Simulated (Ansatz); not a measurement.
# TaN under changes of volume

One of the cells (10.813 Å³/atom); the others are scaled copies at fixed shape and fractional positions:

```
Ta N
1.0
     0.00000    2.21132    2.21132
     2.21132    0.00000    2.21132
     2.21132    2.21132    0.00000
Ta N
1 1
Direct
  0.50000 0.50000 0.50000
  0.00000 0.00000 0.00000
```

The cell comes from a database or a generator and needn't be the stable form of this composition.

- Program: Ansatz 0.2.0
- Functional: PBEsol
- Potentials or basis: all-electron LAPW, scalar-relativistic
- Cutoff: 384 eV (chosen from the basis error)
- Basis error allowed: 0.0005 eV/atom
- k mesh: 10 × 10 × 10
- Occupations: fermi-dirac, width 0.05 eV
- Spin: no spin polarisation

```tsv
volume (Å³/atom)	energy over the lowest point (meV/atom)	pressure (GPa)
10.164	?	?
10.381	0.00	3.1
10.597	0.88	-4.2
10.813	11.02	-10.7
11.030	29.44	-16.5
11.246	55.26	-21.6
11.462	87.71	-26.3
```

What does the run at 10.164 Å³/atom give?

Energy over the lowest point 9.46 meV/atom; pressure 11.2 GPa.

Worked out: A Birch-Murnaghan fit of order 3 (a polynomial in V^(-2/3)) to the other rows has its minimum at 10.47 Å³/atom with B0 = V·E''(V) = 352 GPa and B' = 4.3. It gives 9.42 meV/atom at 10.164 Å³/atom, against the run's 9.46, and -dE/dV = 11.1 GPa, against 11.2.

Energies are extrapolated to zero smearing.

The runs don't all hold the same shells in valence.
